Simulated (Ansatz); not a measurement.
PbS under changes of volume

One of the cells (24.387 Å³/atom); the others are scaled copies at fixed shape and fractional positions:

```
Pb S
1.0
     3.65366    0.00000    0.00000
     0.00000    3.65366    0.00000
     0.00000    0.00000    3.65366
Pb S
1 1
Direct
  0.00000 0.00000 0.00000
  0.50000 0.50000 0.50000
```

Measurements of this composition are mostly on another form, of space group No. 225.

| Property | Result |
| --- | --- |
| Program | Ansatz 0.2.0 |
| Functional | LDA |
| Potentials or basis | Ansatz PAW |
| Cutoff | 420 eV (not typed: the program's choice for these potentials) |
| k mesh | 7 × 7 × 7 |
| Occupations | fermi-dirac, width 0.05 eV |
| Spin | no spin polarisation |

```tsv
volume (Å³/atom)	energy over the lowest point (meV/atom)	pressure (GPa)
22.924	0.00	-2.2
23.411	8.91	-3.4
23.899	21.07	-4.4
24.387	?	?
24.874	53.07	-6.1
25.362	72.42	-6.8
25.850	93.83	-7.5
```

Task: What does the run at 24.387 Å³/atom give?

Result: Energy over the lowest point 35.90 meV/atom; pressure -5.3 GPa.

Worked out: A Birch-Murnaghan fit of order 3 (a polynomial in V^(-2/3)) to the other rows has no minimum within the range. It gives 35.84 meV/atom at 24.387 Å³/atom, against the run's 35.90, and -dE/dV = -5.3 GPa, against -5.3.

Energies are extrapolated to zero smearing.

Caveats: the PAW data sets come from PBE, with cores solved anew for the run's functional, which leaves a small shift of forces and pressure.
